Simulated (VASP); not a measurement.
# Be2C (Fm-3m) in VASP: single point with PBEsol

Aim: the single point of Be2C with PBEsol.

Everything below comes from runs of VASP 6.6.1. Logs are shortened: lines on timing, memory, paths and dates and some standing lists are left out, and cuts for length are marked.

### Step 1. The structure

The structure is cubic, space group Fm-3m (No. 225). Conventional cell: a = 4.330 Å, b = 4.330 Å, c = 4.330 Å, α = 90.00°, β = 90.00°, γ = 90.00°. Around Be (site symmetry -43m) lie 4 C at 1.87 Å. C (site symmetry m-3m) has 8 Be at 1.87 Å as nearest neighbours.

### Step 2. Single point, PBEsol

INCAR

```
SYSTEM = Be2C
  PREC = Accurate
  ENCUT = 520
  EDIFF = 1E-7
  ISMEAR = 0
  SIGMA = 0.1
  LREAL = .FALSE.
  LASPH = .TRUE.
  NELM = 100
  ALGO = Normal
  ISIF = 2
  LWAVE = .FALSE.
  LCHARG = .FALSE.
  GGA = PS
  NBANDS = 11
```

KPOINTS

```
regular mesh
0
G
  8 8 8
  0 0 0
```

POSCAR

```
Be2C
1.0
    0.0000000000      2.1650000000      2.1650000000
    2.1650000000      0.0000000000      2.1650000000
    2.1650000000      2.1650000000      0.0000000000
Be C
2 1
Direct
    0.2500000000      0.2500000000      0.2500000000
    0.7500000000      0.7500000000      0.7500000000
    0.0000000000      0.0000000000      0.0000000000
```

Potentials or basis: VASP PAW PBE potentials, release 64 (Be, C).

Launch:

```console
$ cat potpaw_PBE.64/Be/POTCAR potpaw_PBE.64/C/POTCAR > POTCAR
$ mpirun -np 1 vasp_std > vasp.out
```

OUTCAR:

```text
SYSTEM = Be2C
   PREC = Accurate
   ENCUT = 520
   EDIFF = 1E-7
   ISMEAR = 0
   LREAL = .FALSE.
   LASPH = .TRUE.
   NELM = 100
   ISIF = 2
   GGA = PS

 ion  position               nearest neighbor table
   1  0.250  0.250  0.250-   3 1.87   3 1.87   3 1.87   3 1.87   2 2.17   2 2.17   2 2.17   2 2.17
                             2 2.17   2 2.17
   2  0.750  0.750  0.750-   3 1.87   3 1.87   3 1.87   3 1.87   1 2.17   1 2.17   1 2.17   1 2.17
                             1 2.17   1 2.17
   3  0.000  0.000  0.000-   2 1.87   2 1.87   2 1.87   1 1.87   2 1.87   1 1.87   1 1.87   1 1.87

  LATTYP: Found a face centered cubic cell.
 ALAT       =     4.3300000000

  Lattice vectors:

 A1 = (   0.0000000000,   2.1650000000,   2.1650000000)
 A2 = (   2.1650000000,   0.0000000000,   2.1650000000)
 A3 = (   2.1650000000,   2.1650000000,   0.0000000000)

Analysis of symmetry for initial positions (statically):
=====================================================================
 Subroutine PRICEL returns:
 Original cell was already a primitive cell.

 Routine SETGRP: Setting up the symmetry group for a
 face centered cubic supercell.

 Subroutine GETGRP returns: Found 48 space group operations
 (whereof 48 operations were pure point group operations)
 out of a pool of 48 trial point group operations.

The static configuration has the point symmetry O_h .

Analysis of symmetry for dynamics (positions and initial velocities):
=====================================================================
 Subroutine PRICEL returns:
 Original cell was already a primitive cell.

 Routine SETGRP: Setting up the symmetry group for a
 face centered cubic supercell.

 Subroutine GETGRP returns: Found 48 space group operations
 (whereof 48 operations were pure point group operations)
 out of a pool of 48 trial point group operations.

The dynamic configuration has the point symmetry O_h .

 Subroutine INISYM returns: Found 48 space group operations
 (whereof 48 operations are pure point group operations),
 and found     1 'primitive' translations

----------------------------------------------------------------------------------------

                                     Primitive cell

  volume of cell :      20.2957

  direct lattice vectors                    reciprocal lattice vectors
     0.000000000  2.165000000  2.165000000    -0.230946882  0.230946882  0.230946882
     2.165000000  0.000000000  2.165000000     0.230946882 -0.230946882  0.230946882
     2.165000000  2.165000000  0.000000000     0.230946882  0.230946882 -0.230946882

  length of vectors
     3.061772363  3.061772363  3.061772363     0.400011734  0.400011734  0.400011734

  position of ions in fractional coordinates (direct lattice)
     0.250000000  0.250000000  0.250000000
     0.750000000  0.750000000  0.750000000
     0.000000000  0.000000000  0.000000000

  ion indices of the primitive-cell ions
   primitive index   ion index
                 1           1
                 2           2
                 3           3

----------------------------------------------------------------------------------------

 KPOINTS: regular mesh

Automatic generation of k-mesh.
 Grid dimensions read from file:
 generate k-points for:    8    8    8

 Generating k-lattice:

  Cartesian coordinates                     Fractional coordinates (reciprocal lattice)
    -0.028868360  0.028868360  0.028868360     0.125000000  0.000000000  0.000000000
     0.028868360 -0.028868360  0.028868360     0.000000000  0.125000000  0.000000000
     0.028868360  0.028868360 -0.028868360     0.000000000  0.000000000  0.125000000

  Length of vectors
     0.050001467  0.050001467  0.050001467

  Shift w.r.t. Gamma in fractional coordinates (k-lattice)
     0.000000000  0.000000000  0.000000000

 Subroutine IBZKPT returns following result:
 ===========================================

 Found     29 irreducible k-points:

 Following reciprocal coordinates:
            Coordinates               Weight
  0.000000  0.000000  0.000000      1.000000
  0.125000  0.000000  0.000000      8.000000
  0.250000  0.000000  0.000000      8.000000
  0.375000  0.000000  0.000000      8.000000
  0.500000  0.000000  0.000000      4.000000
  0.125000  0.125000  0.000000      6.000000
[... 16 lines left out ...]
  0.500000  0.250000  0.125000     48.000000
 -0.375000  0.250000  0.125000     24.000000
 [... further k-points ...]
   k-points           NKPTS =     29   k-points in BZ     NKDIM =     29   number of bands    NBANDS=     11
   number of dos      NEDOS =    301   number of ions     NIONS =      3
   total plane-waves  NPLWV =  13824
   dimension x,y,z NGX =    24 NGY =   24 NGZ =   24
   dimension x,y,z NGXF=    48 NGYF=   48 NGZF=   48
   ions per type =               2   1
   NGX,Y,Z   is equivalent  to a cutoff of  13.03, 13.03, 13.03 a.u.
   NGXF,Y,Z  is equivalent  to a cutoff of  26.06, 26.06, 26.06 a.u.
 SYSTEM =  Be2C
   PREC   = accura    normal or accurate (medium, high low for compatibility)
   ISTART =      0    job   : 0-new  1-cont  2-samecut
   ICHARG =      2    charge: 1-file 2-atom 10-const
   ISPIN  =      1    spin polarized calculation?
   LNONCOLLINEAR =      F non collinear calculations
   LSORBIT =      F    spin-orbit coupling
   LASPH  =      T    aspherical Exc in radial PAW
   ENCUT  =  520.0 eV  38.22 Ry    6.18 a.u.   5.69  5.69  5.69*2*pi/ulx,y,z
   NELM   =    100;   NELMIN=  2; NELMDL= -5     # of ELM steps
   EDIFF  = 0.1E-06   stopping-criterion for ELM
   LREAL  =      F    real-space projection
   EDIFFG = 0.1E-05   stopping-criterion for IOM
   NSW    =      0    number of steps for IOM
   IBRION =     -1    ionic relax: 0-MD 1-quasi-New 2-CG
   NFREE  =      0    steps in history (QN), initial steepest desc. (CG)
   ISIF   =      2    stress and relaxation
   ISYM   =      2    0-nonsym 1-usesym 2-fastsym
   POTIM  = 0.5000    time-step for ionic-motion
   TEBEG  =    0.0;   TEEND  =   0.0 temperature during run
   PSTRESS=    0.0 pullay stress
   NELECT =       8.0000    total number of electrons
   NUPDOWN=      -1.0000    fix difference up-down
   EMIN   =  10.00;   EMAX   =-10.00  energy-range for DOS
   EFERMI =   0.00;   METHOD = LEGACY
   ISMEAR =     0;   SIGMA  =   0.10  broadening in eV -4-tet -1-fermi 0-gaus
   EFERMI_NEDOS =   21; number of points for ismear=-14 and -15
   IALGO  =     38    algorithm
   IMIX   =      4    mixing-type and parameters
     AMIX     =   0.40;   BMIX     =  1.00
     AMIX_MAG =   1.60;   BMIX_MAG =  1.00
  volume/ion in A,a.u.               =       6.77        45.65
  Fermi-wavevector in a.u.,A,eV,Ry     =   1.200338  2.268310 19.603432  1.440812
  Thomas-Fermi vector in A             =   2.336177
   LORBIT       =      0    0 simple, 1 ext, 2 COOP (PROOUT), +10 PAW based schemes
   GGA     = PS    functional components
   LHFCALC =     F    Hartree Fock is set to
   AEXX    =    0.0000 exact exchange contribution
   IVDW    =     0    specifies the selected vdW correction
   LEPSILON=     F    determine dielectric tensor
   LRPA    =     F    only Hartree local field effects (RPA)
 non-spin polarized calculation
 Gauss-broadening in eV      SIGMA  =   0.10
  energy-cutoff  :      520.00
  volume of cell :       20.30
 maximum number of plane-waves:       568
   NGX = 11   NGY = 11   NGZ = 11

 number of electron       8.0000000 magnetization

 Free energy of the ion-electron system (eV)
  ---------------------------------------------------
  ext. energy  EPLUGINS =         0.00000000
  ---------------------------------------------------
  free energy    TOTEN  =       -18.41024119 eV

  energy without entropy =      -18.41024119  energy(sigma->0) =      -18.41024119

 E-fermi :   8.0938     XC(G=0): -11.5113

 val. band max:        7.6887754777   @ k =   0.0000   0.0000   0.0000
 cond. band min:       8.7480610375   @ k =   0.5000   0.5000   0.0000
 fundamental gap:      1.0592855598
 Fermi energy:         8.0937683314

 k-point     1 :       0.0000    0.0000    0.0000
  band No.  band energies     occupation
      1      -7.3419      2.00000
      2       7.6888      2.00000
      3       7.6888      2.00000
      4       7.6888      2.00000
      5      11.7726      0.00000
      6      11.7726      0.00000
      7      11.7726      0.00000
      8      14.3893      0.00000
      9      20.7678      0.00000
     10      20.7678      0.00000
     11      20.7678      0.00000

 k-point     2 :       0.1250    0.0000    0.0000
  band No.  band energies     occupation
      1      -7.0926      2.00000
      2       5.7979      2.00000
      3       7.2413      2.00000
      4       7.2413      2.00000
      5      12.4185      0.00000
      6      12.4185      0.00000
      7      12.8797      0.00000
      8      14.9763      0.00000
      9      19.4021      0.00000
     10      19.4021      0.00000
     11      21.3755      0.00000

 k-point     3 :       0.2500    0.0000    0.0000
  band No.  band energies     occupation
      1      -6.3614      2.00000
      2       2.8384      2.00000
      3       6.5159      2.00000
      4       6.5159      2.00000
      5      13.1254      0.00000
      6      13.1254      0.00000
      7      13.8402      0.00000
      8      16.2287      0.00000
      9      18.9108      0.00000
     10      18.9108      0.00000
     11      22.9016      0.00000

 k-point     4 :       0.3750    0.0000    0.0000
  band No.  band energies     occupation
      1      -5.2539      2.00000
      2       0.2353      2.00000
      3       6.0191      2.00000
      4       6.0191      2.00000
      5      12.8739      0.00000
      6      12.8739      0.00000
      7      14.4529      0.00000
      8      17.0868      0.00000
      9      20.6163      0.00000
     10      20.6163      0.00000
     11      24.2208      0.00000

 k-point     5 :       0.5000    0.0000    0.0000
  band No.  band energies     occupation
      1      -4.4566      2.00000
      2      -1.0780      2.00000
      3       5.8515      2.00000
      4       5.8515      2.00000
      5      12.6333      0.00000
      6      12.6333      0.00000
      7      14.6983      0.00000
      8      17.3854      0.00000
      9      22.1488      0.00000
     10      22.1488      0.00000
     11      24.7663      0.00000
[... 211 lines left out ...]
 k-point    21 :       0.5000    0.5000    0.0000
  band No.  band energies     occupation
      1      -3.7129      2.00000
      2       0.9046      2.00000
      3       2.9364      2.00000
      4       2.9364      2.00000
      5       8.7481      0.00000
      6      13.4084      0.00000
      7      20.8901      0.00000
      8      20.8901      0.00000
      9      22.9604      0.00000
     10      23.8237      0.00000
     11      23.8237      0.00000

 k-point    22 :       0.3750    0.2500    0.1250
  band No.  band energies     occupation
      1      -5.7417      2.00000
      2       2.6985      2.00000
      3       3.9788      2.00000
      4       5.7439      2.00000
      5      13.0476      0.00000
      6      13.5493      0.00000
      7      14.7335      0.00000
      8      16.4648      0.00000
      9      18.8197      0.00000
     10      23.0944      0.00000
     11      24.2330      0.00000

 k-point    23 :       0.5000    0.2500    0.1250
  band No.  band energies     occupation
      1      -4.7059      2.00000
      2       0.7265      2.00000
      3       3.4841      2.00000
      4       4.8262      2.00000
      5      12.8176      0.00000
      6      14.4449      0.00000
      7      15.7718      0.00000
      8      17.4649      0.00000
      9      19.8403      0.00000
     10      22.5046      0.00000
     11      24.8874      0.00000

 k-point    24 :      -0.3750    0.2500    0.1250
  band No.  band energies     occupation
      1      -4.0016      2.00000
      2      -0.3924      2.00000
      3       3.5583      2.00000
      4       4.2788      2.00000
      5      12.7723      0.00000
      6      14.2381      0.00000
      7      17.4385      0.00000
      8      18.2569      0.00000
      9      19.7435      0.00000
     10      21.3331      0.00000
     11      25.0395      0.00000

 [... further k-points ...]

------------------------ aborting loop because EDIFF is reached ----------------------------------------

  FORCE on cell =-STRESS in cart. coord.  units (eV):
  Direction    XX          YY          ZZ          XY          YZ          ZX
  --------------------------------------------------------------------------------------
  -------------------------------------------------------------------------------------
  Total       -0.2555968     -0.2555968     -0.2555968      0.0000000     -0.0000000      0.0000000
  in kB      -20.1772622    -20.1772622    -20.1772622      0.0000000     -0.0000000      0.0000000
  external PRESSURE =     -20.1772622 kB  Pullay stress =       0.0000000 kB

 VOLUME and BASIS-vectors are now :
 -----------------------------------------------------------------------------
  energy-cutoff  :      520.00
  volume of cell :       20.30
      direct lattice vectors                 reciprocal lattice vectors
     0.000000000  2.165000000  2.165000000    -0.230946882  0.230946882  0.230946882
     2.165000000  0.000000000  2.165000000     0.230946882 -0.230946882  0.230946882
     2.165000000  2.165000000  0.000000000     0.230946882  0.230946882 -0.230946882

 POSITION                                       TOTAL-FORCE (eV/Angst)
 -----------------------------------------------------------------------------------
      1.08250      1.08250      1.08250        -0.000000     -0.000000     -0.000000
      3.24750      3.24750      3.24750         0.000000      0.000000      0.000000
      0.00000      0.00000      0.00000        -0.000000     -0.000000     -0.000000
 -----------------------------------------------------------------------------------
    total drift:                               -0.000000     -0.000000      0.000000

  FREE ENERGIE OF THE ION-ELECTRON SYSTEM (eV)
  ---------------------------------------------------
  free  energy   TOTEN  =       -18.4102411908 eV

  energy  without entropy=      -18.4102411908  energy(sigma->0) =      -18.41024119
```

Run time: 2.7 s. Hardware: 1 thread of Intel Xeon 6975P-C (Granite Rapids), shared host; peak memory 0.13 GiB.

What came out:

| Item | Value |
| --- | --- |
| Free energy | -18.4102 eV |
| Pressure | -2.0 GPa |
| Band gap on the k mesh | 1.06 eV, indirect (least direct gap 4.08 eV) |

Caveat: the PAW data sets were made with another functional, which shifts forces and pressure a little. A k mesh can miss the band edges.
